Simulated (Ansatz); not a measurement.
The system is BaTiO3.

```
CELL_PARAMETERS angstrom
4.53388 -2.93796 -2.84449
-4.17915 -2.17324 2.57872
-4.67624 2.67138 -2.77803
ATOMIC_POSITIONS crystal
Ba 0.99294 0.49864 0.49912
Ba 0.99812 0.99664 0.00014
Ti 0.49527 0.25090 0.73929
Ti 0.49333 0.75158 0.24081
O 0.51082 0.50216 0.01063
O 0.51041 0.00231 0.50870
O 0.49548 0.49574 0.49913
O 0.49557 0.99266 0.99920
O 0.01119 0.00687 0.50887
O 0.00442 0.50250 0.00167
```

The cell isn't the ideal one: cell sheared at random, sigma 0.06, atoms nudged by 0.01 Å.

Base run:

- Program: Ansatz 0.2.0
- Functional: PBEsol
- Potentials or basis: Ansatz PAW
- Cutoff: 420 eV (not typed: the program's choice for these potentials)
- k mesh: 7 × 7 × 6
- Occupations: fermi-dirac, width 0.05 eV
- Spin: no spin polarisation

Its results: band gap on the k mesh 0.97 eV; pressure 8.1 GPa; largest force 0.980 eV/Å.

**Question.** The run is repeated on the same cell with these changes: functional from PBEsol to r2SCAN; cutoff from 420 eV (not typed: the program's choice for these potentials) to 500 eV (not typed: the program's choice for these potentials). What comes out?

**Answer.** Band gap on the k mesh 1.34 eV; pressure 11.6 GPa; largest force 0.983 eV/Å.

r2SCAN gives the wider gap, since meta-GGAs in the generalised Kohn-Sham scheme recover part of the derivative discontinuity.

Caveats: odd divisions of the mesh miss points on the zone boundary, where band edges often lie, so the gap on the mesh can be too wide; spin-orbit coupling is left out, which moves the levels of the heavy elements; the PAW data sets come from PBE, with cores solved anew for the run's functional, which leaves a small shift of forces and pressure; the density of states is complete only up to the lowest level of the last band computed.

A k mesh can miss the band edges.
